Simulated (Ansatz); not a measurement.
Level of theory: Ansatz, DFT PBE, scalar-relativistic, plane waves, PAW. Each cell gets a short relaxation within its symmetry: 420 eV, a coarse mesh through Γ, smearing of 0.2 eV, at most 16 steps to 0.08 eV/Å and 0.8 GPa. No spin polarisation. Energies are free energies per atom, good to about 0.1 eV/atom between metallic cells, end volumes are rough, and groups of ends are read at 0.1 Å.

Two trial cells of Hf5C3, not yet relaxed:

Cell 1.

```xyz
8
Lattice="3.4360 0.0000 0.0000 0.0000 3.4360 0.0000 0.0000 0.0000 12.0422" Properties=species:S:1:pos:R:3 pbc="T T T"
Hf    0.0000    0.0000    3.0106
Hf    0.0000    0.0000    9.0317
Hf    0.0000    0.0000    0.0000
Hf    1.7180    1.7180    4.5158
Hf    1.7180    1.7180    7.5264
C     1.7180    1.7180    1.5053
C     1.7180    1.7180   10.5369
C     0.0000    0.0000    6.0211
```

Cell 2.

```xyz
8
Lattice="3.8899 0.0000 0.0000 0.0000 3.8899 0.0000 0.0000 0.0000 8.8932" Properties=species:S:1:pos:R:3 pbc="T T T"
Hf    0.0000    1.9449    3.1905
Hf    1.9449    0.0000    3.1905
Hf    0.0000    1.9449    5.7027
Hf    1.9449    0.0000    5.7027
Hf    0.0000    0.0000    4.4466
C     0.0000    0.0000    6.1064
C     0.0000    0.0000    2.7869
C     1.9449    1.9449    4.4466
```

**Question.** Compare their energies before and after the relaxation.

**Answer.** As given, cell 1 is lower by 3.16 eV/atom. Relaxed, cell 1 is lower by 0.45 eV/atom, so the order holds. Cell 1 goes from P4/mmm at 17.8 Å³/atom to P4/mmm at 14.7 Å³/atom and gains 0.71 eV/atom. Cell 2 goes from P4/mmm at 16.8 Å³/atom to P4/mmm at 18.6 Å³/atom and gains 3.42 eV/atom. The closest pair in cell 1 goes from Hf–C and Hf–Hf at 2.86 Å to Hf–C at 2.42 Å. The closest pair in cell 2 goes from Hf–C at 1.66 Å to Hf–C at 2.20 Å. At the end: counting C atoms around Hf (those within 1.25 times the shortest such distance or 1.15 times the sum of covalent radii, 1.27 where that leaves under three; a plus sign parts nearer from farther groups; a slash parts the counts of unlike sites), cell 1 has Hf 4/8 and cell 2 has Hf 2+2/2+4. The lowest end among all the guesses of this search lies 0.28 eV/atom under the better of the two.

Spin–orbit coupling, which can matter for Hf, is left out.
